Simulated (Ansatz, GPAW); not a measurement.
## Ballistic transport through benzene-1,4-dithiol between two Al chains, from relaxation to T(E)

How well does benzene-1,4-dithiol between two Al chains conduct once its atoms have relaxed, and how much do cheaper levels lose?

Method: Ansatz plane waves; relaxation of the junction with the lead ends held; PAW set soft_1, in the first sound run; inputs show where later runs differ, in GPAW 26.7.0 and Ansatz 0.2.0.

### Step 1. Starting point

The cell holds 26 atoms: 14 Al, 2 S, 4 H and 6 C. Cell: a = 11.430 Å, b = 9.000 Å, c = 39.841 Å, α = 90.0°, β = 90.0°, γ = 90.0°. Regions: left lead, 7 atoms (7 Al); channel, 12 atoms (2 S, 4 H and 6 C); right lead, 7 atoms (7 Al). Vacuum lies along a and b. The structure is stacked along c, and the current runs across the ab planes.

### Step 2. Relaxing the atoms

Transmission follows bond lengths closely, so the atoms between the held lead ends are relaxed first, from a slightly shaken start that lets symmetry break.

input.yaml reads:

```yaml
crystal:
  lattice:
    - [11.4302671739, 0.0, 0.0]
    - [0.0, 9.0, 0.0]
    - [0.0, 0.0, 39.8410932779]
  atoms:
    - { symbol: Al, position: [0.5, 0.5, 0.0301196554] }
    - { symbol: Al, position: [0.5, 0.5, 0.0903589662] }
    - { symbol: Al, position: [0.5, 0.5, 0.150598277] }
    - { symbol: Al, position: [0.5, 0.5, 0.2108375877] }
    - { symbol: Al, position: [0.5, 0.5, 0.2710768985] }
    - { symbol: Al, position: [0.4949474554, 0.4899373492, 0.3321855101] }
    - { symbol: Al, position: [0.5041016939, 0.5044317246, 0.3912320407] }
    - { symbol: S, position: [0.3887961935, 0.6239754168, 0.4277731345] }
    - { symbol: H, position: [0.6336131347, 0.6260786294, 0.4509255205] }
    - { symbol: C, position: [0.4552199396, 0.6250125378, 0.4667847133] }
    - { symbol: C, position: [0.5727282735, 0.6231086665, 0.4707281302] }
    - { symbol: H, position: [0.2789632345, 0.6259433925, 0.4921176081] }
    - { symbol: C, position: [0.3800518416, 0.6218757602, 0.4963958378] }
    - { symbol: C, position: [0.6233584033, 0.625817362, 0.503305809] }
    - { symbol: H, position: [0.7103095344, 0.6325872432, 0.5070549845] }
    - { symbol: C, position: [0.4324537861, 0.6237389758, 0.5271853686] }
    - { symbol: C, position: [0.5483601909, 0.6196531351, 0.532433262] }
    - { symbol: H, position: [0.3729951218, 0.628888518, 0.5519426998] }
    - { symbol: S, position: [0.6119856908, 0.6261084748, 0.5725773575] }
    - { symbol: Al, position: [0.4975599971, 0.5009218, 0.6077759702] }
    - { symbol: Al, position: [0.4991777383, 0.4989859897, 0.667813797] }
    - { symbol: Al, position: [0.5, 0.5, 0.7289231015] }
    - { symbol: Al, position: [0.5, 0.5, 0.7891624123] }
    - { symbol: Al, position: [0.5, 0.5, 0.849401723] }
    - { symbol: Al, position: [0.5, 0.5, 0.9096410338] }
    - { symbol: Al, position: [0.5, 0.5, 0.9698803446] }
kpoints:
  mp_grid: { grid: [1, 1, 2] }
hamiltonian:
  xc: pbe
  pseudopotentials: { kind: paw, azcp: { folder: soft_1 } }
scf:
  occupations: { method: fermi_dirac, width: 0.1 }
relax:
  f_tol: 0.03
  max_steps: 80
  constraints: [{ sites: [0, 1, 2, 3, 4, 21, 22, 23, 24, 25] }]
```

On the command line:

```bash
$ ansatz run input.yaml --threads 4 --pin off --max-ram 8192MiB --backend cpu --events-out ev --progress --plain --runs-dir out
```

Numbers of over 12 decimals in the logs are rounded to 6 here.

Output:

```text
Engine: ansatz 0.2.0, x86_64-unknown-linux-gnu
Pseudopotentials: kind: paw
Pseudopotential: Al, paw, valence charge 3, recommended cutoff 420 eV (normal), soft_1/Al.paw.azcp
Pseudopotential: S, paw, valence charge 6, recommended cutoff 420 eV (normal), soft_1/S.paw.azcp
Pseudopotential: H, paw, valence charge 1, recommended cutoff 420 eV (normal), soft_1/H.paw.azcp
Pseudopotential: C, paw, valence charge 4, recommended cutoff 420 eV (normal), soft_1/C.paw.azcp
Functional definition: PBE
  parameter kappa = 0.804
  parameter beta = 0.066725
  exchange = pbe_x(kappa = kappa, mu = beta*pi^2/3)
  correlation = pbe_c(beta = beta)
Crystal: 26 atoms, lattice volume = 4098.549 Å³
Basis set: ecut = 420 eV, 80005 PW (Γ), exchange–correlation on 160×128×540 points (8 copies of the dense FFT grid, shifted against one another)
Bands: 67, of which v1, the nominal top of the filled ones, is band 41 counted from 1 (40 counted from 0)
Symmetry: 1 space group operations
Space group: P1 (ITA 1), of the structure as read, at distance tolerance 1.6e-4 Å
k-points: 2
Non-local potential: Al, projectors of the file, l = 0: 2, l = 1: 2, l = 2: 1
Non-local potential: S, projectors of the file, l = 0: 2, l = 1: 2, l = 2: 1
Non-local potential: H, projectors of the file, l = 0: 2, l = 1: 1
Non-local potential: C, projectors of the file, l = 0: 2, l = 1: 2, l = 2: 1
PAW form: soft (Blöchl's): semilocal exchange-correlation on the pseudo side does not see the compensation charge
PAW one-centre angular grid: Al, 110 points (default); XC on 64 Gauss nodes
PAW one-centre angular grid: S, 110 points (default); XC on 64 Gauss nodes
PAW one-centre angular grid: H, 110 points (default); XC on 64 Gauss nodes
PAW one-centre angular grid: C, 110 points (default); XC on 64 Gauss nodes
Initial density: superposition of atomic densities (neutral atoms: chi_scale 0, normalization atom)
Initial wavefunctions: pseudopotential atomic-orbital guess
Functional: x = pbe(κ = 0.804, μ = 0.219515), c = pbe(β = 0.066725)
SCF iter   1: F=—  HF=-10882.989351 eV  |F-HF|=—  |Δ(HF+E_count)|=         —  Δρ=2.71e-2  dr2=1.02e2  ethr=3.10e-3  ⟨swp⟩=17.0  Hψ=959  notcnv=0
preconditioner: auto → LDOS  [metal: Δε(μ)=0.063 eV  Ē_g=5.178 eV  σ=0.100 eV  W_gap=0.15  n_scr=198 (ndim 8)  ℏωp=4.2 eV  f_vac=0.649  D(μ)=28.20/eV (n_scr^D=104)  β→1.0]
SCF iter   2: F=—  HF=-10876.178305 eV  |F-HF|=—  |Δ(HF+E_count)|=    6.81e0  Δρ=2.13e-2  dr2=2.00e1  ethr=3.10e-3  ⟨swp⟩=7.5  Hψ=470  notcnv=0  defer=6
SCF iter   3: F=—  HF=-10873.000748 eV  |F-HF|=—  |Δ(HF+E_count)|=    3.18e0  Δρ=1.01e-2  dr2=6.65e0  ethr=3.10e-3  ⟨swp⟩=8.5  Hψ=457  notcnv=0  defer=6
SCF iter   4: F=—  HF=-10871.510104 eV  |F-HF|=—  |Δ(HF+E_count)|=    1.49e0  Δρ=2.21e-3  dr2=5.58e-1  ethr=3.10e-3  ⟨swp⟩=6.5  Hψ=408  notcnv=0  defer=3
SCF iter   5: F=—  HF=-10871.501657 eV  |F-HF|=—  |Δ(HF+E_count)|=   8.45e-3  Δρ=1.01e-3  dr2=1.68e-1  ethr=6.81e-4  ⟨swp⟩=4.0  Hψ=272  notcnv=0  defer=4
SCF iter   6: F=—  HF=-10871.515441 eV  |F-HF|=—  |Δ(HF+E_count)|=   1.38e-2  Δρ=1.16e-3  dr2=9.81e-2  ethr=2.05e-4  ⟨swp⟩=3.0  Hψ=274  notcnv=0  defer=3
SCF iter   7: F=—  HF=-10871.495796 eV  |F-HF|=—  |Δ(HF+E_count)|=   1.96e-2  Δρ=2.57e-4  dr2=8.22e-3  ethr=1.20e-4  ⟨swp⟩=2.0  Hψ=225  notcnv=0  defer=3
SCF iter   8: F=—  HF=-10871.495804 eV  |F-HF|=—  |Δ(HF+E_count)|=   8.48e-6  Δρ=1.54e-4  dr2=2.68e-3  ethr=1.00e-5  ⟨swp⟩=2.0  Hψ=191  notcnv=0  defer=3
SCF iter   9: F=—  HF=-10871.495654 eV  |F-HF|=—  |Δ(HF+E_count)|=   1.50e-4  Δρ=6.40e-5  dr2=5.54e-4  ethr=3.26e-6  ⟨swp⟩=2.0  Hψ=190  notcnv=0  defer=3
SCF iter  10: F=—  HF=-10871.495649 eV  |F-HF|=—  |Δ(HF+E_count)|=   5.01e-6  Δρ=3.10e-5  dr2=8.98e-5  ethr=6.76e-7  ⟨swp⟩=2.0  Hψ=207  notcnv=0  defer=3
SCF iter  11: F=-10871.495646 eV  HF=-10871.495651 eV  |F-HF|=5.34e-6  |Δ(HF+E_count)|=   2.15e-6  Δρ=1.33e-5  dr2=1.92e-5  ethr=2.74e-8  ⟨swp⟩=5.0  Hψ=480  notcnv=0
SCF 1 converged in 11 iterations: F = -10871.495646 eV  dr2 = 1.92e-5
  greatest PAW one-centre occupation: 0.856 electrons in one spin orbital (limit 2), on the S atom at site 7 (counted from 0), in its partial waves of l = 0
relax step   1: F+E_penalty+E_count = -10871.49564578 eV  Δ(F+E_penalty+E_count) = +0.000e0 eV  max|allowed force component| = 4.541e0 eV/Å  Δτ_max = 0.0000 Å  (11 SCF iters, dr2 threshold 2.25e-5 eV, accepted)
Initial density: handed on by an earlier stage of this run
Initial wavefunctions: those handed on with the density
iter 1 solved again at ethr=5.60e-4 eV; its pass at ethr=3.10e-3 eV (dr2=4.59e-1 eV) is discarded
SCF iter   1: F=—  HF=-10872.500821 eV  |F-HF|=—  |Δ(HF+E_count)|=         —  Δρ=2.84e-3  dr2=4.54e-1  ethr=5.60e-4  ⟨swp⟩=3.5  Hψ=592  notcnv=0  defer=3
preconditioner: auto → LDOS  [metal: Δε(μ)=0.028 eV  Ē_g=5.633 eV  σ=0.100 eV  W_gap=0.07  n_scr=198 (ndim 8)  ℏωp=4.8 eV  f_vac=0.685  D(μ)=22.23/eV (n_scr^D=72)  β→1.0]
SCF iter   2: F=—  HF=-10872.483632 eV  |F-HF|=—  |Δ(HF+E_count)|=   1.72e-2  Δρ=1.75e-3  dr2=3.07e-1  ethr=5.53e-4  ⟨swp⟩=3.0  Hψ=285  notcnv=0  defer=2
SCF iter   3: F=—  HF=-10872.439608 eV  |F-HF|=—  |Δ(HF+E_count)|=   4.40e-2  Δρ=8.52e-4  dr2=6.67e-2  ethr=3.74e-4  ⟨swp⟩=3.0  Hψ=259  notcnv=0  defer=2
SCF iter   4: F=—  HF=-10872.427893 eV  |F-HF|=—  |Δ(HF+E_count)|=   1.17e-2  Δρ=2.46e-4  dr2=9.56e-3  ethr=8.13e-5  ⟨swp⟩=2.0  Hψ=255  notcnv=0  defer=2
SCF iter   5: F=—  HF=-10872.427476 eV  |F-HF|=—  |Δ(HF+E_count)|=   4.17e-4  Δρ=1.59e-4  dr2=2.69e-3  ethr=1.17e-5  ⟨swp⟩=2.0  Hψ=175  notcnv=0  defer=2
SCF iter   6: F=—  HF=-10872.427226 eV  |F-HF|=—  |Δ(HF+E_count)|=   2.51e-4  Δρ=7.98e-5  dr2=6.68e-4  ethr=3.28e-6  ⟨swp⟩=2.0  Hψ=187  notcnv=0  defer=2
SCF iter   7: F=—  HF=-10872.427219 eV  |F-HF|=—  |Δ(HF+E_count)|=   6.97e-6  Δρ=3.13e-5  dr2=1.12e-4  ethr=8.15e-7  ⟨swp⟩=2.0  Hψ=204  notcnv=0  defer=2
SCF iter   8: F=-10872.427218 eV  HF=-10872.427223 eV  |F-HF|=5.01e-6  |Δ(HF+E_count)|=   4.12e-6  Δρ=1.16e-5  dr2=1.61e-5  ethr=1.22e-7  ⟨swp⟩=4.0  Hψ=489  notcnv=0
SCF 2 converged in 8 iterations: F = -10872.427218 eV  dr2 = 1.61e-5
  greatest PAW one-centre occupation: 0.857 electrons in one spin orbital (limit 2), on the S atom at site 7 (counted from 0), in its partial waves of l = 0
relax step   2: F+E_penalty+E_count = -10872.42721789 eV  Δ(F+E_penalty+E_count) = -9.316e-1 eV  max|allowed force component| = 1.591e0 eV/Å  Δτ_max = 0.1949 Å  (8 SCF iters, dr2 threshold 1.00e-4 eV, accepted)
iter 1 solved again at ethr=5.66e-4 eV; its pass at ethr=3.10e-3 eV (dr2=4.64e-1 eV) is discarded
SCF iter   1: F=—  HF=-10872.876587 eV  |F-HF|=—  |Δ(HF+E_count)|=         —  Δρ=1.88e-3  dr2=4.23e-1  ethr=5.66e-4  ⟨swp⟩=2.5  Hψ=506  notcnv=0  defer=3
[...]
relax step  10: F+E_penalty+E_count = -10873.28614787 eV  Δ(F+E_penalty+E_count) = -3.432e-3 eV  max|allowed force component| = 4.466e-2 eV/Å  Δτ_max = 0.0735 Å  (8 SCF iters, dr2 threshold 1.02e-6 eV, accepted)
relax step  11: F+E_penalty+E_count = -10873.28691220 eV  Δ(F+E_penalty+E_count) = -7.643e-4 eV  max|allowed force component| = 3.245e-2 eV/Å  Δτ_max = 0.0319 Å  (8 SCF iters, accepted)
relax step  12: F+E_penalty+E_count = -10873.28742928 eV  Δ(F+E_penalty+E_count) = -5.171e-4 eV  max|allowed force component| = 1.663e-2 eV/Å  Δτ_max = 0.0361 Å  (8 SCF iters, accepted)
relax step  13: F+E_penalty+E_count = -10873.28787802 eV  Δ(F+E_penalty+E_count) = -4.487e-4 eV  max|allowed force component| = 2.084e-2 eV/Å  Δτ_max = 0.0423 Å  (9 SCF iters, accepted)
relax step  14: F+E_penalty+E_count = -10873.28836633 eV  Δ(F+E_penalty+E_count) = -4.883e-4 eV  max|allowed force component| = 2.713e-2 eV/Å  Δτ_max = 0.0577 Å  (9 SCF iters, accepted)
relax step  15: F+E_penalty+E_count = -10873.28910806 eV  Δ(F+E_penalty+E_count) = -7.417e-4 eV  max|allowed force component| = 3.833e-2 eV/Å  Δτ_max = 0.1017 Å  (9 SCF iters, accepted)
relax step  16: F+E_penalty+E_count = -10873.28983528 eV  Δ(F+E_penalty+E_count) = -7.272e-4 eV  max|allowed force component| = 5.798e-2 eV/Å  Δτ_max = 0.1113 Å  (8 SCF iters, dr2 threshold 1.47e-6 eV, accepted)
relax step  17: F+E_penalty+E_count = -10873.29052900 eV  Δ(F+E_penalty+E_count) = -6.937e-4 eV  max|allowed force component| = 5.925e-2 eV/Å  Δτ_max = 0.1006 Å  (7 SCF iters, dr2 threshold 3.36e-6 eV, accepted)
relax step  18: F+E_penalty+E_count = -10873.29115762 eV  Δ(F+E_penalty+E_count) = -6.286e-4 eV  max|allowed force component| = 4.322e-2 eV/Å  Δτ_max = 0.0691 Å  (7 SCF iters, dr2 threshold 3.51e-6 eV, accepted)
relax step  19: F+E_penalty+E_count = -10873.29161762 eV  Δ(F+E_penalty+E_count) = -4.600e-4 eV  max|allowed force component| = 1.954e-2 eV/Å  Δτ_max = 0.0703 Å  (7 SCF iters, dr2 threshold 9.94e-7 eV, accepted)
iter 1 solved again at ethr=9.42e-10 eV; its pass at ethr=3.10e-3 eV (dr2=7.72e-7 eV) is discarded
SCF iter   1: F=—  HF=-10873.291756 eV  |F-HF|=—  |Δ(HF+E_count)|=         —  Δρ=3.22e-6  dr2=7.68e-7  ethr=9.42e-10  ⟨swp⟩=1.0  Hψ=328  notcnv=0  defer=2
preconditioner: auto → LDOS  [metal: Δε(μ)=0.069 eV  Ē_g=5.565 eV  σ=0.100 eV  W_gap=0.17  n_scr=198 (ndim 8)  ℏωp=4.8 eV  f_vac=0.684  D(μ)=18.95/eV (n_scr^D=54)  β→1.0]
SCF iter   2: F=—  HF=-10873.291619 eV  |F-HF|=—  |Δ(HF+E_count)|=   1.38e-4  Δρ=4.83e-6  dr2=1.95e-6  ethr=9.37e-10  ⟨swp⟩=3.0  Hψ=273  notcnv=0  defer=2
SCF iter   3: F=-10873.291618 eV  HF=-10873.291618 eV  |F-HF|=4.54e-8  |Δ(HF+E_count)|=   4.60e-7  Δρ=9.70e-7  dr2=8.41e-8  ethr=1.22e-10  ⟨swp⟩=4.0  Hψ=622  notcnv=0
SCF 20 converged in 3 iterations: F = -10873.291618 eV  dr2 = 8.41e-8
relax step  20: F+E_penalty+E_count = -10873.29161800 eV  Δ(F+E_penalty+E_count) = -3.787e-7 eV  max|allowed force component| = 1.956e-2 eV/Å  Δτ_max = 0.0000 Å  (3 SCF iters, accepted)
NSCF: frozen V_eff on 2 k-points
the band table was solved once a step of the walk had ended and its energy, with any forces and stress, was formed, with the checks that follow a solve (880 applications of the Hamiltonian). They found nothing against the state; the energy, forces and stress were not computed again (output.eigenvalues in the input reference)
SCF converged after 3 iterations
Free energy (F): -10873.291618 eV
Harris-Foulkes:  -10873.291618 eV  (|F-HF|=4.54e-8)
Internal energy: -10872.671159 eV  (E = F + TS)
E sigma→0 (E₀):  -10872.981389 eV
Entropy (-TS):   -0.620459 eV (-23.864 meV/atom)
Fermi energy:    -3.183297 eV
--- Per-component energies (eV) ---
  E_band       = -704.367530
  E_kinetic    = 1052.843931
  E_local      = -11101.084084  (includes V_loc(G=0)·N_el)
  E_nonlocal   = 365.365680
  E_hartree    = 5001.700880
  E_xc         = -978.260390
  E_vxc        = -905.116267  (∫ρ·V_xc dr)
  E_paw        = -8392.805408  (= ΣΔE_a)
  E_vpaw       = -119.768582  (= ΣTr[D̂ρ^β])
  E_aug_tail   = -0.004258  (compensation charges beyond the density's cutoff)
  E_ewald      = 3179.572489
  E_smearing   = -0.620459  (= −TS)
  E_closure    = -0.000000  (closes the sum)
  Σ components = -10873.291618   (vs F -10873.291618, Δ=0.00e0)
--- Forces (eV/Å), atoms counted from 1 ---
  atom   1  Al    -0.00532461    -0.00280410    -0.02799452
  atom   2  Al    -0.02818062     0.00998653    -0.04777163
  atom   3  Al     0.08471269    -0.02086327    -0.03386535
  atom   4  Al    -0.10485737     0.02390367    -0.29005472
  atom   5  Al     0.04700989    -0.00869008     0.78664316
  atom   6  Al     0.00075069    -0.00092914    -0.00060481
  atom   7  Al    -0.01077663     0.00487318     0.01405734
  atom   8  S      0.00563077    -0.01287971    -0.01808500
  atom   9  H     -0.00030405     0.00073147    -0.00109866
  atom  10  C      0.01955711     0.01764718     0.00619435
  atom  11  C     -0.00814210    -0.00712594     0.00872259
  atom  12  H      0.00340341     0.00302523     0.00636179
  atom  13  C     -0.01192518    -0.00726840    -0.01097691
  atom  14  C      0.01034537    -0.00010685     0.01119311
  atom  15  H     -0.00305648     0.00150855    -0.00658359
  atom  16  C      0.01143212    -0.00268829    -0.01402839
  atom  17  C     -0.01607788    -0.00039329     0.00590447
  atom  18  H     -0.00069305     0.00239266     0.00252089
  atom  19  S     -0.00829545    -0.00556408     0.01162191
  atom  20  Al     0.01039615     0.00596189    -0.01532998
  atom  21  Al    -0.00031027    -0.00178204     0.00010658
  atom  22  Al    -0.04915257    -0.01195578    -0.78448598
  atom  23  Al     0.10383530     0.02897855     0.28908765
  atom  24  Al    -0.08260828    -0.02450553     0.03276279
  atom  25  Al     0.02690276     0.01109428     0.04787204
  atom  26  Al     0.00570756    -0.00248857     0.02790122
  max |Σ_I F_I| component: 7.03e-5 eV/Å
--- Band table (eV) ---
  k-point 0: bands = [... 37 lower, -3.5233, -3.4051, -3.3698, -3.2425, -3.1541, -3.0049, -2.9127, -2.7435, ... 22 higher]
  k-point 1: bands = [... 37 lower, -3.5243, -3.4091, -3.3658, -3.2333, -3.1638, -3.0205, -2.8957, -2.7184, ... 22 higher]
--- Relaxed structure (20 steps of the walk, 20 accepted, 0 SCFs on fresh bases) ---
  F+E_penalty+E_count = -10873.29161800 eV   max|allowed force component| = 1.956e-2 eV/Å
  atoms:
    - { symbol: Al, position: [0.500000, 0.5, 0.030120] }
    - { symbol: Al, position: [0.500000, 0.5, 0.090359] }
    - { symbol: Al, position: [0.500000, 0.5, 0.150598277] }
    - { symbol: Al, position: [0.500000, 0.5, 0.2108375877] }
    - { symbol: Al, position: [0.500000, 0.5, 0.271077] }
    - { symbol: Al, position: [0.385316, 0.532954, 0.326129] }
    - { symbol: Al, position: [0.482368, 0.513624, 0.385621] }
    - { symbol: S, position: [0.365760, 0.568166, 0.429242] }
    - { symbol: H, position: [0.620714, 0.561197, 0.448456] }
    - { symbol: C, position: [0.443606, 0.561146, 0.467976] }
    - { symbol: C, position: [0.565909, 0.560756, 0.470912] }
    - { symbol: H, position: [0.281348, 0.562554, 0.495798] }
    - { symbol: C, position: [0.376555, 0.562095, 0.497553] }
    - { symbol: C, position: [0.619219, 0.561155, 0.502346] }
    - { symbol: H, position: [0.714424, 0.560844, 0.504102] }
    - { symbol: C, position: [0.429860, 0.564496, 0.528988] }
    - { symbol: C, position: [0.552163, 0.564040, 0.531915] }
    - { symbol: H, position: [0.375107, 0.568015, 0.551434] }
    - { symbol: S, position: [0.629890, 0.574719, 0.570638] }
    - { symbol: Al, position: [0.515307, 0.512738, 0.614197] }
    - { symbol: Al, position: [0.612245, 0.538573, 0.673622] }
    - { symbol: Al, position: [0.500000, 0.5, 0.7289231015] }
    - { symbol: Al, position: [0.500000, 0.5, 0.7891624123] }
    - { symbol: Al, position: [0.500000, 0.5, 0.849401723] }
    - { symbol: Al, position: [0.500000, 0.5, 0.909641] }
    - { symbol: Al, position: [0.500000, 0.5, 0.969880] }
```

It took 2.7 min on 4 threads of Intel Xeon Platinum 8375C at 2.90GHz (Ice Lake), shared host; peak memory 3.9 GiB.

Relaxation path:

| step | energy less that of the first step (eV) | largest force component (eV/Å) |
| --- | --- | --- |
| 1 | 0.0000 | 4.5409 |
| 2 | -0.9316 | 1.5911 |
| 3 | -1.3326 | 0.5763 |
| 4 | -1.5556 | 0.3464 |
| 5 | -1.6764 | 0.1500 |
| 6 | -1.7342 | 0.1126 |
| 7 | -1.7684 | 0.0721 |
| 8 | -1.7826 | 0.0920 |
| 9 | -1.7871 | 0.0542 |
| 10 | -1.7905 | 0.0447 |
| 11 | -1.7913 | 0.0325 |
| 12 | -1.7918 | 0.0166 |
| 13 | -1.7922 | 0.0208 |
| 14 | -1.7927 | 0.0271 |
| 15 | -1.7935 | 0.0383 |
| 16 | -1.7942 | 0.0580 |
| 17 | -1.7949 | 0.0593 |
| 18 | -1.7955 | 0.0432 |
| 19 | -1.7960 | 0.0195 |
| 20 | -1.7960 | 0.0196 |

The atoms that moved most (Å):

| atom | dx | dy | dz | length |
| --- | --- | --- | --- | --- |
| Al21 | 1.292 | 0.356 | 0.231 | 1.360 |
| Al6 | -1.253 | 0.387 | -0.241 | 1.334 |
| H15 | 0.047 | -0.646 | -0.118 | 0.658 |
| H9 | -0.147 | -0.584 | -0.098 | 0.610 |
| C10 | -0.133 | -0.575 | 0.047 | 0.592 |
| H12 | 0.027 | -0.571 | 0.147 | 0.590 |
| C14 | -0.047 | -0.582 | -0.038 | 0.585 |
| S8 | -0.263 | -0.502 | 0.059 | 0.570 |

The relaxed structure:

```cif
data_structure
_symmetry_space_group_name_H-M 'P 1'
_symmetry_Int_Tables_number 1
_cell_length_a 11.4303
_cell_length_b 9.0000
_cell_length_c 39.8411
_cell_angle_alpha 90.000
_cell_angle_beta 90.000
_cell_angle_gamma 90.000
_cell_volume 4098.55
loop_
_atom_site_label
_atom_site_type_symbol
_atom_site_fract_x
_atom_site_fract_y
_atom_site_fract_z
_atom_site_occupancy
Al1 Al 0.50000 0.50000 0.03012 1
Al2 Al 0.50000 0.50000 0.09036 1
Al3 Al 0.50000 0.50000 0.15060 1
Al4 Al 0.50000 0.50000 0.21084 1
Al5 Al 0.50000 0.50000 0.27108 1
Al6 Al 0.38532 0.53295 0.32613 1
Al7 Al 0.48237 0.51362 0.38562 1
S8 S 0.36576 0.56817 0.42924 1
H9 H 0.62071 0.56120 0.44846 1
C10 C 0.44361 0.56115 0.46798 1
C11 C 0.56591 0.56076 0.47091 1
H12 H 0.28135 0.56255 0.49580 1
C13 C 0.37655 0.56210 0.49755 1
C14 C 0.61922 0.56116 0.50235 1
H15 H 0.71442 0.56084 0.50410 1
C16 C 0.42986 0.56450 0.52899 1
C17 C 0.55216 0.56404 0.53192 1
H18 H 0.37511 0.56802 0.55143 1
S19 S 0.62989 0.57472 0.57064 1
Al20 Al 0.51531 0.51274 0.61420 1
Al21 Al 0.61225 0.53857 0.67362 1
Al22 Al 0.50000 0.50000 0.72892 1
Al23 Al 0.50000 0.50000 0.78916 1
Al24 Al 0.50000 0.50000 0.84940 1
Al25 Al 0.50000 0.50000 0.90964 1
Al26 Al 0.50000 0.50000 0.96988 1
```

Numbers from this step:

- free energy: -10873.2916 eV
- smearing term TS: 0.6205 eV
- symmetry operations: 1

The relaxation lowered the energy of the cell by 1.80 eV.

(Continued in part 2 of 4.)

[Logs are printed without paths, hosts, clocks, repeated set-up lines and the standing remarks that a program may print on its own settings, such as how far it seeks lower states.]

[Hosts, paths, dates, database ids (printed as entryN), source tags and the programs' standing remarks are cut or masked in the printed files.]
